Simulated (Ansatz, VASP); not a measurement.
Two plane-wave programs on Ge

Contents of INCAR:

```
SYSTEM = Ge
ALGO = Normal
EDIFF = 1E-7
ENCUT = 520
GGA = RP
ISIF = 2
ISMEAR = -1
LASPH = .True.
LCHARG = .True.
LELF = .True.
LREAL = .False.
LVHAR = .True.
LWAVE = .False.
NBANDS = 13
NELM = 100
PREC = Accurate
SIGMA = 0.1
```

Contents of KPOINTS:

```
k-points
0
Gamma
  13 13 13
  0 0 0
```

POSCAR

```
Ge
1.0
    2.6223956561      0.0000000000      0.0000000000
    0.0000000000      2.6223956561      0.0000000000
    0.0000000000      0.0000000000      2.6223956561
Ge
1
Direct
    0.0000000000      0.0000000000      0.0000000000
```

Input for Ansatz:

```yaml
crystal:
  lattice:
    - [2.6223956561, 0.0, 0.0]
    - [0.0, 2.6223956561, 0.0]
    - [0.0, 0.0, 2.6223956561]
  atoms:
    - { symbol: Ge, position: [0.0, 0.0, 0.0] }
hamiltonian:
  xc: rpbe
  pseudopotentials:
    kind: paw
    azcp:
      Ge: "pseudopotentials/Ge.paw.azcp"
basis:
  ecutwfc: 420
  fft_grid_basis: typed
kpoints:
  mp_grid: { grid: [13, 13, 13], shift: [0, 0, 0] }
magnetization:
  spin_polarized: false
scf:
  occupations: { method: fermi_dirac, width: 0.1 }
  lower_state_search: "off"
output:
  stress: true
  write_density: true
  write_potential: true
  elf: true
  volumetric_format: npy
```

Alike in both runs: task single point; functional RPBE; k mesh 13 × 13 × 13; occupations fermi-dirac, width 0.1 eV; no spin polarisation.

|  | VASP | Ansatz |
| --- | --- | --- |
| version | VASP 6.6.1 | Ansatz 0.2.0 |
| potentials or method | VASP PAW PBE potentials, release 64 (Ge_d) | plane waves (420 eV) with PAW, scalar-relativistic |
| plane-wave cutoff (eV) | 520 | 420 |
| valence electrons in the cell | 14 | 14 |

```tsv
	VASP	Ansatz	Ansatz less VASP
pressure (GPa)	10.7	10.7	-0.02
```

Caveats: the PAW data sets were made with another functional, which shifts forces and pressure a little (VASP).
